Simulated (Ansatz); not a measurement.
Phonons of ZrO2 (tetragonal-ZrO2 type, space group P4_2/nmc) at Γ, X = (0.5, 0.0, 0.0), M = (0.5, 0.5, 0.0), Z = (0.0, 0.0, 0.5).

ZrO2 (tetragonal-ZrO2 type, space group P4_2/nmc)

```
CELL_PARAMETERS angstrom
      3.62082     0.00000     0.00000
      0.00000     3.62082     0.00000
      0.00000     0.00000     5.28425
ATOMIC_POSITIONS crystal
  Zr 0.00000 0.00000 0.00000
  Zr 0.50000 0.50000 0.50000
  O  0.00000 0.50000 0.19251
  O  0.00000 0.50000 0.69251
  O  0.50000 0.00000 0.30749
  O  0.50000 0.00000 0.80749
```

Computed with PBE (plane waves to 420 eV, PAW, scalar-relativistic; Ansatz, an electronic-structure program). DFPT wavenumbers on a 8×8×6 k mesh, in cm⁻¹; i marks imaginary ones, q is in fractions of the reciprocal vectors of the cell shown, and the three acoustic modes at Γ are left out. The non-analytic (LO-TO) term is not included, so polar modes at Γ have their transverse values. The program warned that its band solver left a few bands short of their tolerance. The PAW data are Ansatz's earlier set. This is a high-temperature form of ZrO2. ZrO2 is run without spin polarisation. ZrO2 was relaxed with its symmetry unable to fall.

```
q                                                                                         wavenumbers (cm⁻¹)
-------------------  ---------------------------------------------------------------------------------------
Γ                                   73 (×2), 122 (×2), 279, 301, 320, 411 (×2), 424 (×2), 572, 614, 618 (×2)
X = (0.5, 0.0, 0.0)  96 (×2), 135 (×2), 237 (×2), 271 (×2), 308 (×2), 374 (×2), 534 (×2), 537 (×2), 671 (×2)
M = (0.5, 0.5, 0.0)  87 (×2), 178 (×2), 180 (×2), 182 (×2), 261 (×2), 421 (×2), 516 (×2), 556 (×2), 689 (×2)
Z = (0.0, 0.0, 0.5)   24 (×2), 64 (×2), 134 (×2), 199 (×2), 380 (×2), 447 (×2), 470 (×2), 618 (×2), 618 (×2)
```

The structure shows no imaginary mode at these points (lowest 24 cm⁻¹ at Z = (0.0, 0.0, 0.5)); other wave vectors were not tested.

Highest mode: 689 cm⁻¹ at M = (0.5, 0.5, 0.0).
